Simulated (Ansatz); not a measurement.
# Na (bcc): the equilibrium volume

Aim: the volume at which the pressure of Na (bcc) vanishes. The run doesn't test whether this is the element's stable form.

Program: Ansatz 0.2.0. Level of theory: DFT PBEsol, scalar-relativistic, plane waves, PAW. These are calculated values, not measurements.

## (1) The starting structure

It takes space group Im-3m (No. 229, cubic). Conventional cell: a = 4.230 Å, b = 4.230 Å, c = 4.230 Å, α = 90.00°, β = 90.00°, γ = 90.00°. Around Na (site symmetry m-3m) lie 8 Na at 3.66 Å.

Structure file:

```xyz
1
Lattice="-2.1150 2.1150 2.1150 2.1150 -2.1150 2.1150 2.1150 2.1150 -2.1150" Properties=species:S:1:pos:R:3 pbc="T T T"
Na    0.0000    0.0000    0.0000
```

## (2) The first run

input.yaml

```yaml
crystal:
  lattice:
    - [-2.115, 2.115, 2.115]
    - [2.115, -2.115, 2.115]
    - [2.115, 2.115, -2.115]
  atoms:
    - { symbol: Na, position: [0.0, 0.0, 0.0] }
basis:
  ecutwfc: 420
  ecutrho_ratio: 4
kpoints:
  mp_grid: { grid: [12, 12, 12] }
hamiltonian:
  xc: pbesol
scf:
  occupations: { method: gaussian, width: 0.05 }
output:
  forces: true
  stress: true
  eigenvalues: true
```

The run is started by

```sh
> ansatz run input.yaml --threads 8 --pin off --max-ram 15360MiB --backend cpu --events-out ev --progress --plain --runs-dir out
```

The runs that follow: Next volume: 37.692 Å³/atom; Next volume: 36.325 Å³/atom.

What does the calculation give? Wanted: volume; pressure; conventional cell; gap on the mesh.

**Answer**, as computed:

| quantity | value |
| --- | --- |
| volume | 36.325 Å³/atom |
| pressure | 0.00 GPa |
| conventional cell | a = 4.173 Å, b = 4.173 Å, c = 4.173 Å, α = 90.00°, β = 90.00°, γ = 90.00° |
| gap on the mesh | none (metal) |

In words: From the first run shown, the volume went from 37.84 to 36.33 Å³/atom (-4.0 %) in 3 runs, where the pressure is zero within 0.01 GPa.
